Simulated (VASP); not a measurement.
Output of a VASP run:

**OSZICAR**
```
       N       E                     dE             d eps       ncg     rms          rms(c)
DAV:   1     0.134116880180E+03    0.13412E+03   -0.94823E+03   754   0.186E+03
DAV:   2    -0.629984885706E+00   -0.13475E+03   -0.12831E+03   829   0.389E+02
DAV:   3    -0.126055462584E+02   -0.11976E+02   -0.11838E+02   924   0.115E+02
DAV:   4    -0.129476135310E+02   -0.34207E+00   -0.34121E+00   850   0.206E+01
DAV:   5    -0.129603653771E+02   -0.12752E-01   -0.12751E-01   999   0.384E+00    0.102E+01
DAV:   6    -0.106955293005E+02    0.22648E+01   -0.82088E+00  1141   0.518E+01    0.564E+00
DAV:   7    -0.106769279653E+02    0.18601E-01   -0.57646E-01   785   0.958E+00    0.220E+00
DAV:   8    -0.106636450670E+02    0.13283E-01   -0.84732E-02   914   0.306E+00    0.617E-01
DAV:   9    -0.106602077473E+02    0.34373E-02   -0.84510E-03  1171   0.184E+00    0.201E-01
DAV:  10    -0.106606328971E+02   -0.42515E-03   -0.14578E-03   789   0.362E-01    0.804E-02
DAV:  11    -0.106606700945E+02   -0.37197E-04   -0.56095E-05   944   0.844E-02    0.211E-02
DAV:  12    -0.106606694148E+02    0.67961E-06   -0.26265E-05   889   0.477E-02    0.111E-02
DAV:  13    -0.106606689521E+02    0.46275E-06   -0.28985E-06   832   0.343E-02
   1 F= -.10660669E+02 E0= -.10660666E+02  d E =-.108428E-04
```

### OUTCAR
```
------------------------ aborting loop because EDIFF is reached ----------------------------------------
  FORCE on cell =-STRESS in cart. coord.  units (eV):
  Direction    XX          YY          ZZ          XY          YZ          ZX
  --------------------------------------------------------------------------------------
  Total        1.1054623      1.1054623      1.1054623      0.0000000     -0.0000000      0.0000000
  in kB       57.3622893     57.3622893     57.3622893      0.0000000     -0.0000000      0.0000000
  external PRESSURE =      57.3622893 kB  Pullay stress =       0.0000000 kB
  volume of cell :       30.88
      direct lattice vectors                 reciprocal lattice vectors
     0.000000000  2.490000000  2.490000000    -0.200803213  0.200803213  0.200803213
     2.490000000  0.000000000  2.490000000     0.200803213 -0.200803213  0.200803213
     2.490000000  2.490000000  0.000000000     0.200803213  0.200803213 -0.200803213
 POSITION                                       TOTAL-FORCE (eV/Angst)
 -----------------------------------------------------------------------------------
      0.00000      0.00000      0.00000        -0.000000     -0.000000     -0.000000
      1.24500      1.24500      1.24500         0.000000      0.000000      0.000000
 -----------------------------------------------------------------------------------
    total drift:                               -0.000000     -0.000000     -0.000000
  FREE ENERGIE OF THE ION-ELECTRON SYSTEM (eV)
  ---------------------------------------------------
  free  energy   TOTEN  =       -10.6606689521 eV

  energy  without entropy=      -10.6606581093  energy(sigma->0) =      -10.66066624
```
(Selected blocks of OUTCAR.)

### POSCAR
```
InN
1
    0.0000000000     2.4900000000     2.4900000000
    2.4900000000     0.0000000000     2.4900000000
    2.4900000000     2.4900000000     0.0000000000
In N
1 1
Direct
  0.0000000000   0.0000000000   0.0000000000
  0.2500000000   0.2500000000   0.2500000000
```

Q: Reconstruct the remaining input files.

A: One answer among several that fit: the input of the run itself, PBE GGA, plane waves, VASP's PBE PAW potentials (set 64).

INCAR:
```
# general
SYSTEM   =  InN
PREC     =  Accurate
ENCUT    =  520
LREAL    =  .False.
LASPH    =  .True.   # aspherical one-centre terms

# electronic loop
EDIFF    =  1E-6   # SCF stop (eV)
NELM     =  100
ALGO     =  Normal   # blocked Davidson
LMAXMIX  =  4   # l cut-off of mixed one-centre charges

# smearing
ISMEAR   =  2
SIGMA    =  0.01   # width (eV)

# functional
GGA      =  PE   # PBE

# ions
ISIF     =  2   # forces and stress, cell fixed

# output
LWAVE    =  .False.
LCHARG   =  .False.
```

**KPOINTS**
```
Automatic mesh
0
G
8 8 8
```

POTCAR, in this order: In_d N (PBE.64 set). Program: vasp_std.

The compound is InN in the zinc blende structure, a metastable form; wurtzite is the usual one. The cell was not relaxed at this level. The run is one of a series of settings (ISMEAR = 2, SIGMA = 0.01 against the base run), some of them coarse on purpose.
